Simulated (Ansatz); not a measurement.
Stackings of close-packed layers of Rh (one atom a layer), each relaxed to a stress under 0.05 GPa; h and k mark layers whose two neighbours have the same or different letters; energies count from the stacking AB (P6_3/mmc).

All numbers below come from DFT PBE, scalar-relativistic, plane waves, PAW in Ansatz.

Settings: cutoff 420 eV, Γ-centred mesh 18×18×3 on the computed 9-atom cell, Gaussian smearing of 0.10 eV; no spin polarisation.

Start (ABCBCBABC (kkhhhkhkk)):

```
CELL_PARAMETERS angstrom
2.72478 0.00000 0.00000
-1.36239 2.35973 0.00000
0.00000 0.00000 19.73249
ATOMIC_POSITIONS crystal
Rh 0.00000 0.00000 0.00000
Rh 0.33333 0.66667 0.11111
Rh 0.66667 0.33333 0.22222
Rh 0.33333 0.66667 0.33333
Rh 0.66667 0.33333 0.44444
Rh 0.33333 0.66667 0.55556
Rh 0.00000 0.00000 0.66667
Rh 0.33333 0.66667 0.77778
Rh 0.66667 0.33333 0.88889
```

Problem. Relax it.

Solution. The free energy falls by 2 meV/atom.

```
excess energy (meV/atom)   : -19.1
spacing of like layers (Å) : 2.209
a (Å)                      : 2.712
gap on the mesh (eV)       : 0
```

Relaxed structure:
```
CELL_PARAMETERS angstrom
2.71162 0.00000 0.00000
-1.35581 2.34833 0.00000
0.00000 0.00000 19.88391
ATOMIC_POSITIONS crystal
Rh 0.00000 0.00000 0.00004
Rh 0.33333 0.66667 0.11107
Rh 0.66667 0.33333 0.22194
Rh 0.33333 0.66667 0.33337
Rh 0.66667 0.33333 0.44486
Rh 0.33333 0.66667 0.55534
Rh 0.00000 0.00000 0.66652
Rh 0.33333 0.66667 0.77804
Rh 0.66667 0.33333 0.88882
```

Small energy differences in metals hang on the k mesh (about 10 mJ/m² or 1 to 2 meV/atom on the mesh of the relaxation).

The run took 9.9 min on 1 thread of Arm Neoverse V2, with other jobs on the host, peak memory 0.99 GiB.